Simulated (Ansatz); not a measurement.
KI built on the rocksalt prototype at its r2SCAN geometry, run in the PAW code Ansatz at 2 levels of theory. Calculated for a static, non-magnetic cell.

The PBE+SOC input:
```yaml
crystal:
  lattice:
    - [0.0, 3.544284798, 3.544284798]
    - [3.544284798, 0.0, 3.544284798]
    - [3.544284798, 3.544284798, 0.0]
  atoms:
    - { symbol: K, position: [0.0, 0.0, 0.0] }
    - { symbol: I, position: [0.5, 0.5, 0.5] }
kpoints:
  mp_grid: { grid: [6, 6, 6] }
  band_path:
    path:
      - [0.0, 0.0, 0.0]
      - [0.5, 0.0, 0.5]
      - [0.625, 0.25, 0.625]
      - [0.375, 0.375, 0.75]
      - [0.5, 0.5, 0.5]
      - [0.5, 0.25, 0.75]
    npoints: 1
hamiltonian:
  xc: pbe
scf:
  occupations: { method: fixed }
  n_extra_bands: 8
magnetization:
  noncollinear: true
  spin_orbit: true
output:
  forces: true
  stress: true
  eigenvalues: true
```

Main results, then, where recorded, the levels near the gap in eV from the Fermi energy (columns number the bands from 0), one row a point of the path (Γ, X, U, K, L, W):
```
Crystal: 2 atoms, lattice volume = 89.046 Å³
Symmetry: 48 space group operations + 48 with time reversal
Magnetic group: BNS 225.117 (UNI 1619)
```
```
Basis set: ecut = 420 eV, 1807 PW (Γ)
Bands: 34, of which v1, the nominal top of the filled ones, is band 26 counted from 1 (25 counted from 0)
k-points: 16 of 216
Free energy (F): -9056.749509 eV
Fermi energy:    2.509217 eV
--- Stress (GPa, compression-positive) ---
        0.470941       0.000000       0.000000
        0.000000       0.470941       0.000000
        0.000000       0.000000       0.470941
  P = ⅓ Tr σ = 0.4709 GPa (4.709 kbar)
```
```tsv
band_20	band_21	band_22	band_23	band_24	band_25	band_26	band_27	band_28	band_29	band_30	band_31
-1.021	-1.021	0.000	0.000	0.000	0.000	3.624	3.624	6.185	6.185	6.185	6.185
-1.591	-1.591	-0.746	-0.746	-0.390	-0.390	4.635	4.635	5.432	5.432	7.775	7.775
-1.597	-1.597	-0.861	-0.861	-0.523	-0.523	5.300	5.300	6.288	6.288	7.274	7.274
-1.597	-1.597	-0.861	-0.861	-0.523	-0.523	5.300	5.300	6.288	6.288	7.274	7.274
-1.813	-1.813	-0.809	-0.809	-0.356	-0.356	5.196	5.196	7.343	7.343	7.818	7.818
-1.581	-1.581	-0.781	-0.781	-0.680	-0.680	6.080	6.080	6.192	6.192	6.312	6.312
```

With PBE+SOC the gap is 3.62 eV and direct, at Γ.

**Question.** Another run on the same cell gave
```
Basis set: ecut = 500 eV, 2229 PW (Γ)
Bands: 17, of which v1, the nominal top of the filled ones, is band 13 counted from 1 (12 counted from 0)
k-points: 16 of 216
Free energy (F): -9073.921439 eV
Fermi energy:    1.848873 eV
--- Stress (GPa, compression-positive) ---
        0.020480       0.000000       0.000000
        0.000000       0.020480       0.000000
        0.000000       0.000000       0.020480
  P = ⅓ Tr σ = 0.0205 GPa (0.205 kbar)
```
```tsv
band_10	band_11	band_12	band_13	band_14	band_15
0.000	0.000	0.000	4.586	7.066	7.066
-1.001	-0.367	-0.367	5.397	6.477	8.839
-0.856	-0.742	-0.378	6.106	7.341	8.161
-0.856	-0.742	-0.378	6.106	7.341	8.161
-1.296	-0.328	-0.328	6.017	8.308	8.763
-0.727	-0.727	-0.584	6.973	6.973	7.363
```
Which level of theory gave it?

**Answer.** It is r2SCAN, on 6×6×6; the blocks that differ from the first input, but for the band path:
```yaml
hamiltonian:
  xc: r2scan
scf:
  occupations: { method: fixed }
  n_extra_bands: 4
```
(magnetization left out)
With r2SCAN the gap is 4.59 eV and direct, at Γ. The mean stress is close to zero (0.02 GPa).

Totals of different functionals, or with and without spin-orbit coupling, can't be compared.

Only the levels marked +SOC include spin-orbit coupling.
